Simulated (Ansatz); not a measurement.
Pd under changes of volume

One of the cells (15.547 Å³/atom); the others are scaled copies at fixed shape and fractional positions:

```xyz
1
Lattice="-1.5723 1.5723 1.5723 1.5723 -1.5723 1.5723 1.5723 1.5723 -1.5723" Properties=species:S:1:pos:R:3 pbc="T T T"
Pd    0.0000    0.0000    0.0000
```

This isn't the form of Pd at room conditions, which is fcc.

| Item | Value |
| --- | --- |
| Program | Ansatz 0.2.0 |
| Functional | PBE |
| Potentials or basis | Ansatz PAW |
| Cutoff | 420 eV (not typed: the program's choice for these potentials) |
| k mesh | 12 × 12 × 12 |
| Occupations | fermi-dirac, width 0.05 eV |
| Spin | no spin polarisation |

| volume (Å³/atom) | energy over the lowest point (meV/atom) | pressure (GPa) |
| --- | --- | --- |
| 14.614 | 24.54 | 10.5 |
| 14.925 | 8.71 | 6.1 |
| 15.236 | 0.85 | 2.3 |
| 15.547 | 0.00 | -1.1 |
| 15.858 | 5.31 | -4.1 |
| 16.169 | ? | ? |
| 16.480 | 31.41 | -8.9 |

Task: What does the run at 16.169 Å³/atom give?

Result: Energy over the lowest point 16.00 meV/atom; pressure -6.7 GPa.

Worked out: A Birch-Murnaghan fit of order 3 (a polynomial in V^(-2/3)) to the other rows has its minimum at 15.43 Å³/atom with B0 = V·E''(V) = 165 GPa and B' = 5.5. It gives 16.00 meV/atom at 16.169 Å³/atom, against the run's 16.00, and -dE/dV = -6.8 GPa, against -6.7.

Energies are extrapolated to zero smearing.
